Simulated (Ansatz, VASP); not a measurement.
# PtS2 in VASP and in Ansatz

File INCAR:

```
PREC = Accurate ; ENCUT = 520
EDIFF = 1E-6 ; ISMEAR = -1
SIGMA = 0.02 ; LREAL = F
LASPH = T ; NELM = 100
ALGO = Normal ; ISIF = 2
LWAVE = F ; LCHARG = F
GGA = PE ; NBANDS = 18
```

Contents of KPOINTS:

```
Automatic mesh
0
Gamma
  8 8 8
```

File POSCAR:

```
PtS2
1.0
    1.7903802135      1.0336764982      5.4489516031
   -1.7903802135      1.0336764982      5.4489516031
    0.0000000000     -2.0673529964      5.4489516031
Pt S
1 2
Direct
    0.0000000000      0.0000000000      0.0000000000
    0.2590037255      0.2590037255      0.2590037255
    0.7409962745      0.7409962745      0.7409962745
```

Input for Ansatz:

```yaml
crystal:
  lattice:
    - [1.7903802135, 1.0336764982, 5.4489516031]
    - [-1.7903802135, 1.0336764982, 5.4489516031]
    - [0.0, -2.0673529964, 5.4489516031]
  atoms:
    - { symbol: Pt, position: [0.0, 0.0, 0.0] }
    - { symbol: S, position: [0.2590037255, 0.2590037255, 0.2590037255] }
    - { symbol: S, position: [0.7409962745, 0.7409962745, 0.7409962745] }
kpoints:
  mp_grid: { grid: [8, 8, 8] }
  band_path:
    path:
      - [0.0, 0.0, 0.0]
      - [0.5, 0.5, 0.5]
      - [0.8106532132, 0.1893467868, 0.5]
      - [0.5, -0.1893467868, 0.1893467868]
      - [0.5, 0.0, 0.0]
      - [0.3446733934, -0.3446733934, 0.0]
      - [0.6553266066, 0.0, 0.3446733934]
      - [0.5, 0.0, 0.5]
      - [0.25, 0.25, -0.5]
      - [0.140625, 0.140625, 0.304688]
      - [0.21875, 0.21875, 0.479167]
    npoints: 1
hamiltonian:
  xc: pbe
scf:
  occupations: { method: fermi_dirac, width: 0.02 }
  n_extra_bands: 4
output:
  forces: true
  stress: true
  eigenvalues: true
  write_density: true
  write_potential: true
  elf: true
  volumetric_format: npy
```

Change from the starting cell: epitaxial_xy strain +1.5%.

Alike in both runs: task single point; functional PBE; k mesh 8 × 8 × 8; occupations fermi-dirac, width 0.02 eV; no spin polarisation.

|  | VASP | Ansatz |
| --- | --- | --- |
| version | VASP 6.6.1 | Ansatz 0.2.0 |
| potentials or method | VASP PAW PBE potentials, release 64 (Pt, S) | plane waves, PAW |
| plane-wave cutoff (eV) | 520 | 420 |
| valence electrons in the cell | 22 | 30 |

|  | VASP | Ansatz | Ansatz less VASP |
| --- | --- | --- | --- |
| gap on the k mesh at the Fermi level (eV) | 1.00 | 0.99 | -0.004 |
| pressure (GPa) | 0.9 | 1.4 | +0.42 |
| largest component of the traceless stress (GPa) | 1.10 | 0.98 | -0.119 |
| rms of the force components (eV/Å) | 0.003 | 0.014 | +0.0106 |

Atom by atom the forces differ by 0.018 eV/Å (rms over components). The two sets of potentials don't hold the same shells in valence.

Caveats: spin-orbit coupling is left out, which moves the levels of the heavy elements. A k mesh can miss the band edges.
